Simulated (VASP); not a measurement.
A run of VASP 6.6.1:

Contents of INCAR:

```
SYSTEM = SnS2
ALGO     = Normal         ! electronic algorithm
BPARAM   = 11.95        
CPARAM   = 0.0093       
EDIFF    = 1E-7           ! SCF threshold, eV
EDIFFG   = -0.005         ! ionic threshold
ENCUT    = 600            ! plane-wave cutoff, eV
IBRION   = 2              ! ionic algorithm
ISIF     = 3              ! what is computed and relaxed
ISMEAR   = 0              ! smearing method
IVDW_NL  = 2            
LASPH    = .TRUE.         ! aspherical terms in the spheres
LATTICE_CONSTRAINTS= .TRUE. .TRUE. .FALSE.
LCHARG   = .FALSE.        ! write CHGCAR
LMIXTAU  = .TRUE.       
LREAL    = .FALSE.        ! projectors in reciprocal space
LUSE_VDW = .TRUE.       
LWAVE    = .FALSE.        ! write WAVECAR
METAGGA  = R2SCAN         ! meta-GGA
NELM     = 120            ! most SCF steps
NSW      = 90             ! ionic steps
PREC     = Accurate       ! precision mode
SIGMA    = 0.03           ! smearing width, eV
```

Contents of KPOINTS:

```
k-points
0
G
  12 12 1
  0 0 0
```

Contents of POSCAR:

```
SnS2                                    
1.0
    3.6563253326     -0.0000000000      0.0000000000
   -1.8281626663      3.1664706181      0.0000000000
    0.0000000000      0.0000000000     20.9340000000
  S               Sn            
     2     1
Direct
     0.6666666699999979    0.3333333300000021    0.4299384709492911
     0.3333333300000021    0.6666666699999979    0.5700615290507092
     0.0000000000000000    0.0000000000000000    0.5000000000000000
```

Potentials or basis: VASP PAW PBE potentials, release 64 (S, Sn_d).

Run with:

```sh
$ cat potpaw_PBE.64/S/POTCAR potpaw_PBE.64/Sn_d/POTCAR > POTCAR
$ mpirun -np 1 vasp_std > vasp.out
```

Hardware: 1 thread of Intel(R) Xeon(R) Platinum 8559C (Emerald Rapids), with other jobs on the host.

**Question.** How long does it take, and how much memory?

**Answer.** Run time: 78 min on 1 thread of Intel(R) Xeon(R) Platinum 8559C (Emerald Rapids), with other jobs on the host, peak memory 1 GiB. Counts: scf iterations 151, k points 19, ion steps 4.
